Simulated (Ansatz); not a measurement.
# Barrier of one jump, H in TiO2

Method: DFT PBEsol, scalar-relativistic, plane waves, PAW (Ansatz 0.2.0). Run with 420 eV cutoff, 3×3×3 k-mesh, Gaussian smearing of 0.02 eV, no spin polarisation.

In a supercell of 24 host sites with charge +1, interstitial H hops to an equivalent place, moving 0.79 Å between the relaxed ends. Climbing-image nudged elastic band at fixed cell with images 0 (start) to 4 (end), the path measured over all atoms, converged to 0.05 eV/Å; the order of the saddle wasn't checked, and the small cell leaves errors of about a tenth of an eV. Zero-point motion and tunnelling, which matter for H, are left out. At the top the atom squeezes straight between two others, where symmetry can hold a band on a ridge, so a bent path, such as one by way of a neighbouring hole, may have a much lower barrier.

Start:

```
CELL_PARAMETERS angstrom
-4.59124 4.59124 0.00000
4.59124 4.59124 0.00000
0.00000 -4.59124 -5.87803
ATOMIC_POSITIONS crystal
Ti 0.23513 0.74917 0.50392
Ti 0.01942 0.51958 0.01613
Ti 0.75340 0.25342 0.48385
Ti 0.48133 0.99524 0.99607
Ti 0.12415 0.13348 0.25034
Ti 0.84998 0.85235 0.74996
Ti 0.62364 0.63307 0.24959
Ti 0.39867 0.37711 0.74995
O 0.12446 0.82242 0.25422
O 0.86895 0.56213 0.74998
O 0.62029 0.31822 0.24578
O 0.35675 0.07191 0.75003
O 0.70336 0.49028 0.99951
O 0.45389 0.24072 0.50050
O 0.19412 0.98727 0.99958
O 0.94456 0.73768 0.50047
O 0.30861 0.50622 0.99899
O 0.05968 0.25728 0.50105
O 0.80497 0.00640 0.00175
O 0.55323 0.75472 0.49827
O 0.13402 0.42943 0.25001
O 0.91557 0.16645 0.75002
O 0.63406 0.92945 0.25002
O 0.38612 0.67916 0.74999
H 0.06797 0.14653 0.75001
```

Atom 25 jumps to (-0.361, -2.133, -4.408) Å.

Q: Give the energy along the band and the structure at its top.

A:
```csv
image,path (Å),E − E(0) (eV),H x (Å),H y (Å),H z (Å),force on H (eV/Å)
0,0.00,0.000,0.361,-2.459,-4.409,0.01
1,0.32,0.071,0.207,-2.407,-4.409,0.44
2,0.63,0.291,0.000,-2.296,-4.409,0.00
3,0.95,0.071,-0.207,-2.184,-4.409,0.44
4,1.26,0.000,-0.361,-2.133,-4.408,0.01
```

Barrier 0.29 eV. Image 2:
```
CELL_PARAMETERS angstrom
-4.59124 4.59124 0.00000
4.59124 4.59124 0.00000
0.00000 -4.59124 -5.87803
ATOMIC_POSITIONS crystal
Ti 0.22841 0.74290 0.49429
Ti 0.02159 0.50710 0.00571
Ti 0.76588 0.25139 0.49429
Ti 0.48412 0.99861 0.00571
Ti 0.12500 0.12500 0.25000
Ti 0.84875 0.86228 0.75000
Ti 0.62500 0.62500 0.25000
Ti 0.40125 0.38772 0.75000
O 0.11257 0.82010 0.25049
O 0.86002 0.56388 0.75000
O 0.61208 0.31961 0.24951
O 0.31314 0.08365 0.75000
O 0.69912 0.48265 0.99874
O 0.45038 0.23390 0.50126
O 0.19306 0.98089 0.00239
O 0.94067 0.72850 0.49761
O 0.30933 0.52150 0.00239
O 0.05694 0.26911 0.49761
O 0.79962 0.01610 0.99874
O 0.55088 0.76735 0.50126
O 0.13743 0.42990 0.24951
O 0.93686 0.16635 0.75000
O 0.63792 0.93039 0.25049
O 0.38998 0.68612 0.75000
H 0.12500 0.12500 0.75000
```

Cost: 1 run of about 30 core-minutes, on Arm Neoverse V1 (shared hosts).